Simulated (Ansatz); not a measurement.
Au: equation of state with PBEsol+D3(BJ)

**Measured values to compare with.**

“Exploring toroidal anvil profiles for larger sample volumes above 4 Mbar”, 2024, pmc:11102561 quotes, for a bulk crystal of Au: bulk modulus 167 GPa.

Crystal: Au.

```
CELL_PARAMETERS angstrom
0.00000 2.03500 2.03500
2.03500 0.00000 2.03500
2.03500 2.03500 0.00000
ATOMIC_POSITIONS crystal
Au 0.00000 0.00000 0.00000
```

```json
{"Program": "Ansatz 0.2.0", "Task": "equation of state", "Functional": "PBEsol", "Dispersion": "D3(BJ)", "Potentials or basis": "Ansatz PAW", "Cutoff": "420 eV", "Density cutoff": "1680 eV", "k mesh": "11 × 11 × 11", "Occupations": "fermi-dirac, width 0.05 eV", "Spin": "no spin polarisation"}
```

The equilibrium volume is 16.45 Å³/atom. The bulk modulus is 199 GPa and the pressure derivative of the bulk modulus is 5.7.

Energy against volume, from the lowest point:
```csv
volume (Å³/atom),energy (meV/atom)
15.843,14.88
16.181,2.66
16.518,0.00
16.855,5.69
17.192,18.67
17.529,37.99
17.866,62.82
```

All runs of the series together: 2.6 s on 2 threads of INTEL(R) XEON(R) PLATINUM 8581C CPU @ 2.30GHz (Emerald Rapids), with other jobs on the host.

Measured bulk modulus of Au: 167 GPa (quoted in “Exploring toroidal anvil profiles for larger sample volumes above 4 Mbar”, 2024, pmc:11102561). This calculation gives 199 GPa (+19.0 %). The fit is for a static lattice scaled at fixed shape and fixed fractional positions.

Spin-orbit coupling is left out, which matters for the levels of Au.
